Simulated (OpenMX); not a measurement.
The system is BN.

```xyz
4
Lattice="2.4982 0.0000 0.0000 -1.2491 2.1635 0.0000 0.0000 0.0000 6.6357" Properties=species:S:1:pos:R:3 pbc="T T T"
N     1.2491    0.7212    1.6589
N     0.0000    1.4424    4.9768
B     1.2491    0.7212    4.9768
B     0.0000    1.4424    1.6589
```

Base run:

- Program: OpenMX 3.8.5
- Functional: PBE
- Potentials or basis: OpenMX 2013 PBE set, N6.0-s2p2d1, B7.0-s2p2d1, grid cutoff 400 Ry
- k mesh: 13 × 13 × 5
- Occupations: fermi-dirac, width 0.05 eV
- Spin: no spin polarisation

Its results: band gap on the k mesh 4.34 eV, indirect (least direct gap 4.69 eV); pressure 7.0 GPa; largest force 0.016 eV/Å.

Q: The run is repeated on the same cell with these changes: functional from PBE to LDA; potentials or basis from OpenMX 2013 PBE set, N6.0-s2p2d1, B7.0-s2p2d1, grid cutoff 400 Ry to OpenMX 2013 LDA set, N6.0-s2p2d1, B7.0-s2p2d1, grid cutoff 400 Ry. What comes out?

A: Band gap on the k mesh 4.16 eV, indirect (least direct gap 4.55 eV); pressure -0.5 GPa; largest force 0.012 eV/Å.

Caveats: the basis of atomic orbitals isn't converged, which shifts pressures, moduli and gaps; this functional lacks dispersion, which binds the layers, so the pressure and a relaxed spacing across them are unreliable (some runs).

A k mesh can miss the band edges.
